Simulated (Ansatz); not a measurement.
## Calculated electric field gradients for WS2 at a changed volume

The cell is a COD entry, relaxed with PBE at fixed cell and then changed (volume scaled by 0.98, ions relaxed).

```yaml
crystal:
  lattice:
    - [1.56840, 0.90552, 6.12197]
    - [-1.56840, 0.90552, 6.12197]
    - [0.00000, -1.81104, 6.12197]
  atoms:
    - { symbol: W, position: [0.00066, 0.00066, 0.00066] }
    - { symbol: S, position: [0.24794, 0.24794, 0.24794] }
    - { symbol: S, position: [0.42010, 0.42010, 0.42010] }
```

Sites (sets of like atoms) are named by element and the number of their first atom in this list.

Computed with Ansatz: DFT, PBE, plane waves and PAW, scalar-relativistic, collinear spin, 420 eV cutoff, Γ-centred 16×16×16 k-points, Fermi–Dirac smearing 0.02 eV. Start moments as typed (μB): 2 on each W, none on the rest.

C_Q = eQV_zz/h, which is 24.18 MHz for Q = 1 b and V_zz = 10²¹ V/m²; η = (V_xx − V_yy)/V_zz.

³³S: I = 3/2, Q = -69.40 mb. Nuclear quadrupole moments: year-2017 set (Pyykkö).

Problem. What field gradients does the calculation give at each kind of site?

Solution. 

```tsv
site	atoms (order as listed)	first shell	V_xx, V_yy, V_zz (10²¹ V/m²)	η	C_Q (MHz)
W	1	6 S at 2.40 Å	8.10, 8.10, -16.19	0.00	–
S2	2	3 W at 2.40 Å; also 7 S at 3.14–3.16 Å	2.11, 2.11, -4.22	0.00	7.08
S3	3	3 W at 2.40 Å; also 7 S at 3.14–3.16 Å	2.00, 2.00, -4.01	0.00	6.73
```

An axis of threefold or higher order runs through W, S2 and S3, so V_zz lies along it and η is zero.

W has no stable isotope with a ground-state quadrupole moment in the table, so no C_Q is given.

Without spin–orbit coupling the gradients at and beside W can be off by some per cent, at some sites by more. At this changed cell the PBE pressure is 5 GPa. The start moments die out, and the run ends without spin.
